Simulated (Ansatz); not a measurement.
Ansatz input

```yaml
crystal:
  lattice:
    - [4.9441185687, 0.0, 0.0]
    - [-2.4720592843, 4.2817322798, 0.0]
    - [0.0, 0.0, 2.7220936694]
  atoms:
    - { symbol: Nb, position: [1.0, 1.0, 1.0], spin: 1.0 }
    - { symbol: Nb, position: [0.3333333333, 0.6666666667, 0.5], spin: 1.0 }
    - { symbol: Nb, position: [0.6666666667, 0.3333333333, 0.5], spin: 1.0 }
hamiltonian:
  xc: pbe
  pseudopotentials:
    kind: paw
    azcp:
      Nb: "pseudopotentials/Nb.paw.azcp"
basis:
  ecutwfc: 420
  fft_grid_basis: typed
kpoints:
  mp_grid: { grid: [10, 10, 15], shift: [0, 0, 0] }
magnetization:
  spin_polarized: true
scf:
  occupations: { method: fermi_dirac, width: 0.05 }
output:
  stress: true
```

Terminal output

```
Engine: ansatz 0.2.0, aarch64-unknown-linux-gnu
Pseudopotentials: kind: paw
Pseudopotential: Nb, paw, valence charge 13, recommended cutoff 420 eV (normal) 
Functional definition: PBE
  parameter kappa = 0.804
  parameter beta = 0.06672455060314922
  exchange = pbe_x(kappa = kappa, mu = beta*pi^2/3)
  correlation = pbe_c(beta = beta)
Crystal: 3 atoms, lattice volume = 57.625 Å³
Basis set: ecut = 420 eV, 1119 PW (Γ)
Bands: 26, of which v1, the nominal top of the filled ones, is band 20 counted from 1 (19 counted from 0)
Symmetry: 24 space group operations
Space group: P6/mmm (ITA 191), of the structure as read, at distance tolerance 3.9e-5 Å
Magnetic group: BNS 191.233 (UNI 1463), of the structure as read, at distance tolerance 3.9e-5 Å
k-points: 112 of 1500
Non-local potential: Nb, projectors of the file, l = 0: 3, l = 1: 2, l = 2: 2, l = 3: 1
PAW form: soft (Blöchl's): semilocal exchange-correlation on the pseudo side does not see the compensation charge
PAW one-centre angular grid: Nb, 590 points (default); XC on 64 Gauss nodes
Initial density: superposition of atomic densities (chi_scale 0.1, normalization cell)
Starting moments: Σ|m| = 3 μB on 3 of 3 sites
Initial wavefunctions: pseudopotential atomic-orbital guess
Functional: x = pbe(κ = 0.804, μ = 0.2195149727645171), c = pbe(β = 0.06672455060314922)
SCF iter   1: F=—  HF=-13657.452529 eV  |F-HF|=—  |Δ(HF+E_count)|=         —  Δρ=5.89e-2 (↑5.89e-2 ↓3.05e-2)  dr2=3.83e0  dr2_m=4.09e-1  M=0.535 μB ∫|m|=0.535 μB  β_m=0.30  ethr=3.10e-3  ⟨swp⟩=5.4  Hψ=21296  notcnv=0
Mixer restart at iter 1: flushing history
spin=Collinear: Kerker preconditioning applied to the charge; magnetization (m = ρ↑ − ρ↓) channel mixes plain (no charge-response kernel on spin).
SCF iter   2: F=—  HF=-13656.876289 eV  |F-HF|=—  |Δ(HF+E_count)|=   5.76e-1  Δρ=4.36e-2 (↑4.36e-2 ↓2.37e-2)  dr2=2.12e0  dr2_m=2.21e-1  M=0.417 μB ∫|m|=0.417 μB  β_m=0.65  ethr=3.10e-3  ⟨swp⟩=2.3  Hψ=9686  notcnv=0  defer=92
SCF iter   3: F=—  HF=-13656.206039 eV  |F-HF|=—  |Δ(HF+E_count)|=   6.70e-1  Δρ=4.44e-3 (↑4.44e-3 ↓4.09e-3)  dr2=2.14e-2  dr2_m=5.81e-4  M=0.042 μB ∫|m|=0.042 μB  β_m=0.82  ethr=3.10e-3  ⟨swp⟩=2.2  Hψ=11117  notcnv=0  defer=92
SCF iter   4: F=—  HF=-13656.222859 eV  |F-HF|=—  |Δ(HF+E_count)|=   1.68e-2  Δρ=7.26e-4 (↑6.28e-4 ↓7.26e-4)  dr2=8.88e-4  dr2_m=2.02e-5  M=0.010 μB ∫|m|=0.010 μB  β_m=0.85  ethr=5.48e-5  ⟨swp⟩=2.9  Hψ=12845  notcnv=0  defer=81
SCF iter   5: F=—  HF=-13656.223527 eV  |F-HF|=—  |Δ(HF+E_count)|=   6.68e-4  Δρ=2.77e-4 (↑2.34e-4 ↓2.77e-4)  dr2=2.80e-4  dr2_m=1.92e-6  M=0.002 μB ∫|m|=0.003 μB  β_m=0.93  ethr=2.28e-6  ⟨swp⟩=2.6  Hψ=9282  notcnv=0  defer=81
SCF iter   6: F=—  HF=-13656.223581 eV  |F-HF|=—  |Δ(HF+E_count)|=   5.38e-5  Δρ=7.66e-5 (↑7.11e-5 ↓7.66e-5)  dr2=9.10e-6  dr2_m=1.48e-7  M=0.001 μB ∫|m|=0.001 μB  β_m=0.96  ethr=7.17e-7  ⟨swp⟩=2.0  Hψ=7535  notcnv=0  defer=81
SCF iter   7: F=—  HF=-13656.223604 eV  |F-HF|=—  |Δ(HF+E_count)|=   2.32e-5  Δρ=3.63e-5 (↑3.63e-5 ↓2.92e-5)  dr2=6.37e-6  dr2_m=2.39e-8  M=0.000 μB ∫|m|=0.000 μB  β_m=0.98  ethr=2.33e-8  ⟨swp⟩=2.0  Hψ=9072  notcnv=0  defer=81
SCF iter   8: F=—  HF=-13656.223605 eV  |F-HF|=—  |Δ(HF+E_count)|=   1.20e-6  Δρ=1.57e-5 (↑1.57e-5 ↓1.18e-5)  dr2=1.10e-6  dr2_m=6.70e-9  M=0.000 μB ∫|m|=0.000 μB  β_m=0.99  ethr=1.63e-8  ⟨swp⟩=2.0  Hψ=6770  notcnv=0  defer=81
SCF iter   9: F=—  HF=-13656.223606 eV  |F-HF|=—  |Δ(HF+E_count)|=   2.17e-7  Δρ=3.53e-6 (↑3.53e-6 ↓2.43e-6)  dr2=5.05e-8  dr2_m=5.39e-10  M=0.000 μB ∫|m|=0.000 μB  β_m=1.00  ethr=2.83e-9  ⟨swp⟩=2.0  Hψ=7236  notcnv=0  defer=81
SCF iter  10: F=—  HF=-13656.223606 eV  |F-HF|=—  |Δ(HF+E_count)|=   1.10e-8  Δρ=5.01e-7 (↑5.01e-7 ↓2.19e-7)  dr2=7.25e-10  dr2_m=2.32e-11  M=0.000 μB ∫|m|=0.000 μB  β_m=1.00  ethr=1.29e-10  ⟨swp⟩=2.0  Hψ=7344  notcnv=0  defer=81
SCF iter  11: F=-13656.223606 eV  HF=-13656.223606 eV  |F-HF|=1.27e-11  |Δ(HF+E_count)|=  1.55e-10  Δρ=8.29e-8 (↑8.29e-8 ↓2.26e-8)  dr2=1.72e-11  dr2_m=7.39e-13  M=-0.000 μB ∫|m|=0.000 μB  ethr=1.86e-12  ⟨swp⟩=1.0  Hψ=14169  notcnv=0
SCF 1 converged in 11 iterations: F = -13656.223606 eV  dr2 = 1.72e-11
WARN: the starting moments were not kept: the SCF closed with an absolute magnetisation of 3.7e-6 μB, where they sum to 3 μB in size (3 sites). That is at most 0.1 of that sum. Measured as dr2_m measures the in/out step, that magnetisation stands 1.0e-12 eV from none, at or under the dr2_threshold of 1.0e-7 eV: it is no larger than a step whose dr2_m would equal this threshold. The system may hold no moment; this SCF shows only that its start led to no more than that. To try another start: raise the starting moments (crystal.atoms[].spin, magnetization.per_species, magnetization.initial_magnetization, or on a non-collinear deck that types none of these the spinor_matrix: blocks that start its atoms; where the total moment is fixed, keep their sum and leave initial_magnetization as it is; typed ones take the place of any that the run laid by itself, positive ones on a crystal's lanthanoids without a Hubbard term where scf.initial_density.shell_occupations: [] is typed) or, if the notice of its spin-set hold's release reads "site moments contracting" or "site moments show no strong build", lengthen the hold (scf.mixing.spin_hold: { on: { confirm: 4 } }; for m-r²SCAN on two components see the key's manual first). Each may lead to a state that holds a moment. A second SCF, from the converged charge density, with the starting moments and any scf.initial_density.shell_occupations laid on it anew, would have followed, and was not run: the deck does not ask for one (magnetization.retry_lost_moments is false, the default). To let it run, set magnetization.retry_lost_moments: true and run the deck again, where that key's refused combinations let it; where memory then withholds it, that run's warning says so.
SCF converged after 11 iterations
Magnetization: -0.0000 μB (19.5000 up, 19.5000 down)
Absolute magnetization: 0.0000 μB (∫|ρ↑−ρ↓|, with the PAW one-centre terms)
Spin contamination: 0.0000 ħ² per cell (⟨S²⟩ above its minimum at these occupations)
Per-site moments (μB) at R_I (Å): [(1.1497165999382062e-6, 1.1228636386275002), (-6.470883744839545e-7, 1.1228636386275002), (-6.470883743480235e-7, 1.1228636386275002)]
Free energy (F): -13656.223606 eV
Harris-Foulkes:  -13656.223606 eV  (|F-HF|=1.27e-11)
Internal energy: -13656.197464 eV  (E = F + TS)
E sigma→0 (E₀):  -13656.210535 eV
Entropy (-TS):   -0.026142 eV (-8.714 meV/atom)
Fermi energy:    16.701042 eV
--- Per-component energies (eV) ---
  E_band       = -254.445526
  E_kinetic    = 1179.537442
  E_local      = -2213.271181  (includes V_loc(G=0)·N_el)
  E_nonlocal   = 359.671859
  E_hartree    = 689.349938
  E_xc         = -524.863085
  E_vxc        = -636.477321  (∫ρ·V_xc dr)
  E_paw        = -9220.021477  (= ΣΔE_a)
  E_vpaw       = -322.606199  (= ΣTr[D̂ρ^β])
  E_aug_tail   = 0.000020  (compensation charges beyond the density's cutoff)
  E_ewald      = -3926.600979
  E_smearing   = -0.026142  (= −TS)
  E_closure    = 0.000000  (closes the sum)
  Σ components = -13656.223606   (vs F -13656.223606, Δ=0.00e0)
--- Stress (GPa, compression-positive) ---
       -5.294872      -0.000000       0.000000
       -0.000000      -5.294872       0.000000
        0.000000       0.000000      -7.065247
  P = ⅓ Tr σ = -5.8850 GPa (-58.850 kbar)
```
